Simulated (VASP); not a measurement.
# W (Im-3m) in VASP: a series of runs

Aim: see how the results for W move with the level of theory and the settings. Levels: r2SCAN, SCAN, rSCAN. Tasks: band structure.

All numbers are computed with VASP 6.6.1; they aren't measurements. Logs are shortened: lines on timing, memory, paths and dates and some standing lists are left out, and cuts for length are marked.

## Step 1: Starting point

It takes space group Im-3m (No. 229, cubic). Conventional cell: a = 3.165 Å, b = 3.165 Å, c = 3.165 Å, α = 90.00°, β = 90.00°, γ = 90.00°. W (site symmetry m-3m) is surrounded by 8 W at 2.74 Å.

## Step 2: Band structure, r2SCAN

Input file INCAR:

```
SYSTEM = W
  ALGO = Normal
  EDIFF = 1E-6
  ENCUT = 520
  ISIF = 2
  ISMEAR = -1
  LASPH = .TRUE.
  LCHARG = .FALSE.
  LMAXMIX = 4
  LMIXTAU = .TRUE.
  LREAL = .FALSE.
  LWAVE = .FALSE.
  METAGGA = R2SCAN
  NELM = 80
  PREC = Accurate
  SIGMA = 0.05
```

Input file KPOINTS:

```
k-points
0
G
  12 12 12
  0 0 0
```

Input file POSCAR:

```
W
1.0
   -1.5823450000      1.5823450000      1.5823450000
    1.5823450000     -1.5823450000      1.5823450000
    1.5823450000      1.5823450000     -1.5823450000
W
1
Direct
    0.0000000000      0.0000000000      0.0000000000
```

Input file KPOINTS_OPT:

```
path GHNGPH,PN
20
line-mode
reciprocal
 0.0000000000  0.0000000000  0.0000000000  G
 0.5000000000 -0.5000000000  0.5000000000  H

 0.5000000000 -0.5000000000  0.5000000000  H
 0.0000000000  0.0000000000  0.5000000000  N

 0.0000000000  0.0000000000  0.5000000000  N
 0.0000000000  0.0000000000  0.0000000000  G

 0.0000000000  0.0000000000  0.0000000000  G
 0.2500000000  0.2500000000  0.2500000000  P

 0.2500000000  0.2500000000  0.2500000000  P
 0.5000000000 -0.5000000000  0.5000000000  H

 0.2500000000  0.2500000000  0.2500000000  P
 0.0000000000  0.0000000000  0.5000000000  N
```

Potentials or basis: VASP PAW PBE potentials, release 64 (W_sv).

Command:

```
$ cat potpaw_PBE.64/W_sv/POTCAR > POTCAR
$ mpirun -np 1 vasp_std > vasp.out
```

OUTCAR:

```text
SYSTEM = W
   EDIFF = 1E-6
   ENCUT = 520
   ISIF = 2
   ISMEAR = -1
   LASPH = .TRUE.
   LREAL = .FALSE.
   METAGGA = R2SCAN
   NELM = 80
   PREC = Accurate

 ion  position               nearest neighbor table
   1  0.000  0.000  0.000-

  LATTYP: Found a body centered cubic cell.
 ALAT       =     3.1646900000

  Lattice vectors:

 A1 = (  -1.5823450000,   1.5823450000,   1.5823450000)
 A2 = (   1.5823450000,  -1.5823450000,   1.5823450000)
 A3 = (   1.5823450000,   1.5823450000,  -1.5823450000)

Analysis of symmetry for initial positions (statically):
=====================================================================
 Subroutine PRICEL returns:
 Original cell was already a primitive cell.

 Routine SETGRP: Setting up the symmetry group for a
 body centered cubic supercell.

 Subroutine GETGRP returns: Found 48 space group operations
 (whereof 48 operations were pure point group operations)
 out of a pool of 48 trial point group operations.

The static configuration has the point symmetry O_h .

Analysis of symmetry for dynamics (positions and initial velocities):
=====================================================================
 Subroutine PRICEL returns:
 Original cell was already a primitive cell.

 Routine SETGRP: Setting up the symmetry group for a
 body centered cubic supercell.

 Subroutine GETGRP returns: Found 48 space group operations
 (whereof 48 operations were pure point group operations)
 out of a pool of 48 trial point group operations.

The dynamic configuration has the point symmetry O_h .

 Subroutine INISYM returns: Found 48 space group operations
 (whereof 48 operations are pure point group operations),
 and found     1 'primitive' translations

----------------------------------------------------------------------------------------

                                     Primitive cell

  volume of cell :      15.8476

  direct lattice vectors                    reciprocal lattice vectors
    -1.582345000  1.582345000  1.582345000     0.000000000  0.315986716  0.315986716
     1.582345000 -1.582345000  1.582345000     0.315986716  0.000000000  0.315986716
     1.582345000  1.582345000 -1.582345000     0.315986716  0.315986716  0.000000000

  length of vectors
     2.740701935  2.740701935  2.740701935     0.446872699  0.446872699  0.446872699

  position of ions in fractional coordinates (direct lattice)
     0.000000000  0.000000000  0.000000000

  ion indices of the primitive-cell ions
   primitive index   ion index
                 1           1

----------------------------------------------------------------------------------------

 KPOINTS: k-points

Automatic generation of k-mesh.
 Grid dimensions read from file:
 generate k-points for:   12   12   12

 Generating k-lattice:

  Cartesian coordinates                     Fractional coordinates (reciprocal lattice)
     0.000000000  0.026332226  0.026332226     0.083333333  0.000000000  0.000000000
     0.026332226  0.000000000  0.026332226     0.000000000  0.083333333  0.000000000
     0.026332226  0.026332226  0.000000000     0.000000000  0.000000000  0.083333333

  Length of vectors
     0.037239392  0.037239392  0.037239392

  Shift w.r.t. Gamma in fractional coordinates (k-lattice)
     0.000000000  0.000000000  0.000000000

 Subroutine IBZKPT returns following result:
 ===========================================

 Found     72 irreducible k-points:

 Following reciprocal coordinates:
            Coordinates               Weight
  0.000000  0.000000  0.000000      1.000000
  0.083333  0.000000  0.000000     12.000000
  0.166667  0.000000  0.000000     12.000000
  0.250000  0.000000  0.000000     12.000000
  0.333333  0.000000  0.000000     12.000000
  0.416667  0.000000  0.000000     12.000000
[... 16 lines left out ...]
  0.333333  0.083333  0.083333     24.000000
  0.416667  0.083333  0.083333     12.000000
 [... further k-points ...]
   k-points           NKPTS =     72   k-points in BZ     NKDIM =     72   number of bands    NBANDS=     11
   number of dos      NEDOS =    301   number of ions     NIONS =      1
   total plane-waves  NPLWV =   8000
   dimension x,y,z NGX =    20 NGY =   20 NGZ =   20
   dimension x,y,z NGXF=    40 NGYF=   40 NGZF=   40
   ions per type =               1
   NGX,Y,Z   is equivalent  to a cutoff of  12.13, 12.13, 12.13 a.u.
   NGXF,Y,Z  is equivalent  to a cutoff of  24.26, 24.26, 24.26 a.u.
 SYSTEM =  W
   PREC   = accura    normal or accurate (medium, high low for compatibility)
   ISTART =      0    job   : 0-new  1-cont  2-samecut
   ICHARG =      2    charge: 1-file 2-atom 10-const
   ISPIN  =      1    spin polarized calculation?
   LNONCOLLINEAR =      F non collinear calculations
   LSORBIT =      F    spin-orbit coupling
   LASPH  =      T    aspherical Exc in radial PAW
   ENCUT  =  520.0 eV  38.22 Ry    6.18 a.u.   5.10  5.10  5.10*2*pi/ulx,y,z
   NELM   =     80;   NELMIN=  2; NELMDL= -5     # of ELM steps
   EDIFF  = 0.1E-05   stopping-criterion for ELM
   LREAL  =      F    real-space projection
   EDIFFG = 0.1E-04   stopping-criterion for IOM
   NSW    =      0    number of steps for IOM
   IBRION =     -1    ionic relax: 0-MD 1-quasi-New 2-CG
   NFREE  =      0    steps in history (QN), initial steepest desc. (CG)
   ISIF   =      2    stress and relaxation
   ISYM   =      2    0-nonsym 1-usesym 2-fastsym
   POTIM  = 0.5000    time-step for ionic-motion
   TEBEG  =    0.0;   TEEND  =   0.0 temperature during run
   PSTRESS=    0.0 pullay stress
   NELECT =      14.0000    total number of electrons
   NUPDOWN=      -1.0000    fix difference up-down
   EMIN   =  10.00;   EMAX   =-10.00  energy-range for DOS
   EFERMI =   0.00;   METHOD = LEGACY
   ISMEAR =    -1;   SIGMA  =   0.05  broadening in eV -4-tet -1-fermi 0-gaus
   EFERMI_NEDOS =   21; number of points for ismear=-14 and -15
   IALGO  =     38    algorithm
   IMIX   =      4    mixing-type and parameters
     AMIX     =   0.40;   BMIX     =  1.00
     AMIX_MAG =   1.60;   BMIX_MAG =  1.00
  volume/ion in A,a.u.               =      15.85       106.94
  Fermi-wavevector in a.u.,A,eV,Ry     =   1.570832  2.968442 33.572544  2.467512
  Thomas-Fermi vector in A             =   2.672506
   LORBIT       =      0    0 simple, 1 ext, 2 COOP (PROOUT), +10 PAW based schemes
   METAGGA = R2SCAN    functional components
   LHFCALC =     F    Hartree Fock is set to
   AEXX    =    0.0000 exact exchange contribution
   IVDW    =     0    specifies the selected vdW correction
   LEPSILON=     F    determine dielectric tensor
   LRPA    =     F    only Hartree local field effects (RPA)
 non-spin polarized calculation
  energy-cutoff  :      520.00
  volume of cell :       15.85
 maximum number of plane-waves:       438
   NGX = 11   NGY = 11   NGZ = 11

 number of electron      14.0000004 magnetization

 Free energy of the ion-electron system (eV)
  ---------------------------------------------------
  ext. energy  EPLUGINS =         0.00000000
  ---------------------------------------------------
  free energy    TOTEN  =       -51.35584058 eV

  energy without entropy =      -51.35238010  energy(sigma->0) =      -51.35411034

 E-fermi :  11.1593     XC(G=0): -14.9633

 val. band max:       11.0589540095   @ k =   0.0833   0.0833   0.0000
 cond. band min:      11.1673414345   @ k =  -0.2500   0.3333   0.1667
 fundamental gap:      0.1083874251
 Fermi energy:        11.1593090773

 k-point     1 :       0.0000    0.0000    0.0000
  band No.  band energies     occupation
      1     -64.8323      2.00000
      2     -27.6899      2.00000
      3     -27.6899      2.00000
      4     -27.6899      2.00000
      5       1.1631      2.00000
      6      10.0062      2.00000
      7      10.0062      2.00000
      8      10.0062      2.00000
      9      13.8534      0.00000
     10      13.8534      0.00000
     11      26.5531      0.00000

 k-point     2 :       0.0833    0.0000    0.0000
  band No.  band energies     occupation
      1     -64.8223      2.00000
      2     -27.7894      2.00000
      3     -27.7207      2.00000
      4     -27.6904      2.00000
      5       1.5114      2.00000
      6       9.7941      2.00000
      7       9.9488      2.00000
      8      10.3432      2.00000
      9      13.5304      0.00000
     10      13.8537      0.00000
     11      26.8392      0.00000

 k-point     3 :       0.1667    0.0000    0.0000
  band No.  band energies     occupation
      1     -64.7947      2.00000
      2     -28.0550      2.00000
      3     -27.8039      2.00000
      4     -27.6917      2.00000
      5       2.4641      2.00000
      6       9.2611      2.00000
      7       9.6815      2.00000
      8      11.3280      0.06625
      9      13.0916      0.00000
     10      13.8912      0.00000
     11      27.3095      0.00000

 k-point     4 :       0.2500    0.0000    0.0000
  band No.  band energies     occupation
      1     -64.7570      2.00000
      2     -28.4044      2.00000
      3     -27.9158      2.00000
      4     -27.6937      2.00000
      5       3.6935      2.00000
      6       8.6191      2.00000
      7       9.3430      2.00000
      8      12.8768      0.00000
      9      13.1356      0.00000
     10      14.0334      0.00000
     11      26.7748      0.00000
[... 239 lines left out ...]
 k-point    22 :       0.2500    0.0833    0.0833
  band No.  band energies     occupation
      1     -64.7120      2.00000
      2     -28.7483      2.00000
      3     -28.0355      2.00000
      4     -27.7802      2.00000
      5       5.2467      2.00000
      6       7.9006      2.00000
      7       8.8468      2.00000
      8      13.6784      0.00000
      9      14.3703      0.00000
     10      16.2228      0.00000
     11      25.7213      0.00000

 k-point    23 :       0.3333    0.0833    0.0833
  band No.  band energies     occupation
      1     -64.6873      2.00000
      2     -28.9141      2.00000
      3     -28.1528      2.00000
      4     -27.7872      2.00000
      5       5.4441      2.00000
      6       7.5904      2.00000
      7      10.0534      2.00000
      8      13.9157      0.00000
      9      14.6650      0.00000
     10      18.1013      0.00000
     11      22.9847      0.00000

 k-point    24 :       0.4167    0.0833    0.0833
  band No.  band energies     occupation
      1     -64.6782      2.00000
      2     -28.9725      2.00000
      3     -28.1968      2.00000
      4     -27.7898      2.00000
      5       5.4133      2.00000
      6       7.4850      2.00000
      7      10.8518      1.99574
      8      13.9528      0.00000
      9      14.7856      0.00000
     10      18.9441      0.00000
     11      21.8154      0.00000

 [... further k-points ...]

------------------------ aborting loop because EDIFF is reached ----------------------------------------

  FORCE on cell =-STRESS in cart. coord.  units (eV):
  Direction    XX          YY          ZZ          XY          YZ          ZX
  --------------------------------------------------------------------------------------
  -------------------------------------------------------------------------------------
  Total        0.2757953      0.2757953      0.2757953     -0.0000000      0.0000000      0.0000000
  in kB       27.8826381     27.8826381     27.8826381     -0.0000000      0.0000000      0.0000000
  external PRESSURE =      27.8826381 kB  Pullay stress =       0.0000000 kB

 VOLUME and BASIS-vectors are now :
 -----------------------------------------------------------------------------
  energy-cutoff  :      520.00
  volume of cell :       15.85
      direct lattice vectors                 reciprocal lattice vectors
    -1.582345000  1.582345000  1.582345000     0.000000000  0.315986716  0.315986716
     1.582345000 -1.582345000  1.582345000     0.315986716  0.000000000  0.315986716
     1.582345000  1.582345000 -1.582345000     0.315986716  0.315986716  0.000000000

 POSITION                                       TOTAL-FORCE (eV/Angst)
 -----------------------------------------------------------------------------------
      0.00000      0.00000      0.00000         0.000000      0.000000      0.000000
 -----------------------------------------------------------------------------------
    total drift:                                0.000000     -0.000000      0.000000

  FREE ENERGIE OF THE ION-ELECTRON SYSTEM (eV)
  ---------------------------------------------------
  free  energy   TOTEN  =       -51.3558405826 eV

  energy  without entropy=      -51.3523801004  energy(sigma->0) =      -51.35411034
```

It took 49 s on 1 thread of Intel Xeon Platinum 8488C (Sapphire Rapids), shared host; peak memory 0.14 GiB.

Results:

| Property | Result |
| --- | --- |
| Free energy | -51.3558 eV |
| Pressure | 2.8 GPa |
| Band gap along the path | none (metal or under the smearing width) |

Levels at the corners of the path, in eV from the Fermi level:
```csv
point,band 5,band 6,band 7,band 8,band 9,band 10
Γ,-10.00,-1.15,-1.15,-1.15,2.69,2.69
H,-5.89,-5.89,5.47,5.47,5.47,8.68
H,-5.89,-5.89,5.47,5.47,5.47,8.68
N,-6.43,-3.62,0.66,2.53,3.58,6.47
N,-6.43,-3.62,0.66,2.53,3.58,6.47
Γ,-10.00,-1.15,-1.15,-1.15,2.69,2.69
Γ,-10.00,-1.15,-1.15,-1.15,2.69,2.69
P,-3.05,-3.05,-3.05,3.76,3.76,7.33
P,-3.05,-3.05,-3.05,3.76,3.76,7.33
H,-5.89,-5.89,5.47,5.47,5.47,8.68
P,-3.05,-3.05,-3.05,3.76,3.76,7.33
N,-6.43,-3.62,0.66,2.53,3.58,6.47
```

Caveat: the PAW data sets were made with another functional, which shifts forces and pressure a little; spin-orbit coupling is left out, which moves the levels of the heavy elements.

## Step 3: Band structure, r2SCAN, spin-orbit coupling, no magnetisation

Input file INCAR:

```
SYSTEM = W
  PREC = Accurate
  ENCUT = 520
  EDIFF = 1E-6
  ISMEAR = -1
  SIGMA = 0.05
  LREAL = .FALSE.
  LASPH = .TRUE.
  NELM = 80
  ALGO = Normal
  ISIF = 2
  LWAVE = .FALSE.
  LCHARG = .FALSE.
  LNONCOLLINEAR = .TRUE.
  MAGMOM = 0 0 0
  LORBIT = 11
  LSORBIT = .TRUE.
  GGA_COMPAT = .FALSE.
  LMAXMIX = 4
  METAGGA = R2SCAN
  LMIXTAU = .TRUE.
```

Input file KPOINTS:

```
regular mesh
0
G
  9 9 9
  0 0 0
```

POSCAR is that of step 2.

KPOINTS_OPT is that of step 2.

Potentials or basis: VASP PAW PBE potentials, release 64 (W_sv).

Command:

```
$ cat potpaw_PBE.64/W_sv/POTCAR > POTCAR
$ mpirun -np 1 vasp_ncl > vasp.out
```

Wall time 3.3 min (1 thread of Intel Xeon Platinum 8488C (Sapphire Rapids), shared host); peak memory 0.2 GiB.

Results (log left out):

```
Free energy                                           : -52.1546 eV
Pressure                                              : 3.4 GPa
Valence electrons inside the program's atomic spheres : W 12.09
```

Caveat: the PAW data sets were made with another functional, which shifts forces and pressure a little.

## Step 4: Band structure, SCAN

Input file INCAR:

```
PREC = Accurate
ENCUT = 520
EDIFF = 1E-6
ISMEAR = -1
SIGMA = 0.05
LREAL = False
LASPH = True
NELM = 60
ALGO = Normal
ISIF = 2
LWAVE = False
LCHARG = False
LMAXMIX = 4
METAGGA = SCAN
LMIXTAU = True
NBANDS = 13
```

Input file KPOINTS:

```
Automatic mesh
0
Gamma
  12 12 12
```

POSCAR is that of step 3.

KPOINTS_OPT is that of step 3.

Command:

```
$ cat potpaw_PBE.64/W_sv/POTCAR > POTCAR
$ mpirun -np 1 vasp_std > vasp.out
```

Run time: 79 s. Hardware: 1 thread of Intel Xeon Platinum 8488C (Sapphire Rapids), shared host; peak memory 0.14 GiB.

Results (log left out):

```
Free energy             : -69.6936 eV
Pressure                : -3.8 GPa
Band gap along the path : none (metal or under the smearing width)
```

Levels at the corners of the path, in eV from the Fermi level:
```
point  band 4  band 5  band 6  band 7  band 8  band 9  band 10  band 11
    Γ  -38.04  -10.17   -1.29   -1.29   -1.29    2.71     2.71    15.55
    H  -39.05   -5.80   -5.79    5.54    5.54    5.54     8.59     8.59
    H  -39.05   -5.80   -5.79    5.54    5.54    5.54     8.59     8.59
    N  -38.05   -6.52   -3.72    0.83    2.48    3.61     6.58    11.53
    N  -38.05   -6.52   -3.72    0.83    2.48    3.61     6.58    11.53
    Γ  -38.04  -10.17   -1.29   -1.29   -1.29    2.71     2.71    15.55
    Γ  -38.04  -10.17   -1.29   -1.29   -1.29    2.71     2.71    15.55
    P  -38.77   -3.02   -3.02   -3.02    3.79    3.79     6.57    13.01
    P  -38.77   -3.02   -3.02   -3.02    3.79    3.79     6.57    13.01
    H  -39.05   -5.80   -5.79    5.54    5.54    5.54     8.59     8.59
    P  -38.77   -3.02   -3.02   -3.02    3.79    3.79     6.57    13.01
    N  -38.05   -6.52   -3.72    0.83    2.48    3.61     6.58    11.53
```

Caveat: the PAW data sets were made with another functional, which shifts forces and pressure a little; spin-orbit coupling is left out, which moves the levels of the heavy elements.

## Step 5: Band structure, SCAN, spin-orbit coupling, no magnetisation

Input file INCAR:

```
SYSTEM = W
ALGO     = Normal         ! electronic algorithm
EDIFF    = 1E-6           ! SCF threshold, eV
ENCUT    = 520            ! plane-wave cutoff, eV
GGA_COMPAT= .FALSE.      
ISIF     = 2              ! what is computed and relaxed
ISMEAR   = -1             ! smearing method
LASPH    = .TRUE.         ! aspherical terms in the spheres
LCHARG   = .FALSE.        ! write CHGCAR
LMAXMIX  = 4              ! l up to which the mixer works
LMIXTAU  = .TRUE.       
LORBIT   = 11             ! projections on sites
LREAL    = .FALSE.        ! projectors in reciprocal space
LSORBIT  = .TRUE.         ! spin-orbit coupling
LWAVE    = .FALSE.        ! write WAVECAR
MAGMOM   = 0 0 0          ! initial moments
METAGGA  = SCAN           ! meta-GGA
NELM     = 100            ! most SCF steps
PREC     = Accurate       ! precision mode
SIGMA    = 0.05           ! smearing width, eV
```

Input file KPOINTS:

```
k-points
0
G
  9 9 9
  0 0 0
```

POSCAR is that of step 4.

KPOINTS_OPT is that of step 4.

Command:

```
$ cat potpaw_PBE.64/W_sv/POTCAR > POTCAR
$ mpirun -np 1 vasp_ncl > vasp.out
```

It took 4 min on 1 thread of Intel Xeon Platinum 8488C (Sapphire Rapids), shared host; peak memory 0.21 GiB.

Results (log left out):

```
Free energy                                           : -70.5082 eV
Pressure                                              : -3.1 GPa
Valence electrons inside the program's atomic spheres : W 12.12
```

Caveat: the PAW data sets were made with another functional, which shifts forces and pressure a little.

[end of part 1 of 2]
